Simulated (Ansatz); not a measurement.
TiAl under changes of volume

One of the cells (16.653 Å³/atom); the others are scaled copies at fixed shape and fractional positions:

```
Ti Al
1.0
     2.86726    0.00000    0.00000
    -1.43363    2.48312    0.00000
     0.00000    0.00000    4.67808
Ti Al
1 1
Cartesian
  0.0000 0.0000 0.0000
  0.0000 1.6554 2.3390
```

The cell comes from a database or a generator and needn't be the stable form of this composition.

| Item | Value |
| --- | --- |
| Program | Ansatz 0.2.0 |
| Functional | LDA |
| Potentials or basis | all-electron LAPW, scalar-relativistic |
| Cutoff | 225 eV (chosen from the basis error) |
| Basis error allowed | 0.001 eV/atom |
| k mesh | 11 × 11 × 6 |
| Occupations | fermi-dirac, width 0.05 eV |
| Spin | no spin polarisation |

```csv
volume (Å³/atom),energy over the lowest point (meV/atom),pressure (GPa)
15.654,0.00,0.4
15.987,1.83,-2.0
16.320,8.40,-4.2
16.653,19.25,-6.1
16.986,33.97,-7.9
17.320,?,?
17.653,73.53,-10.9
```

Task: What does the run at 17.320 Å³/atom give?

Result: Energy over the lowest point 52.18 meV/atom; pressure -9.5 GPa.

Worked out: A Birch-Murnaghan fit of order 3 (a polynomial in V^(-2/3)) to the other rows has its minimum at 15.70 Å³/atom with B0 = V·E''(V) = 118 GPa and B' = 4.0 at fixed shape and positions, which overstates the stiffness. It gives 52.21 meV/atom at 17.320 Å³/atom, against the run's 52.18, and -dE/dV = -9.5 GPa, against -9.5.

Energies are extrapolated to zero smearing.
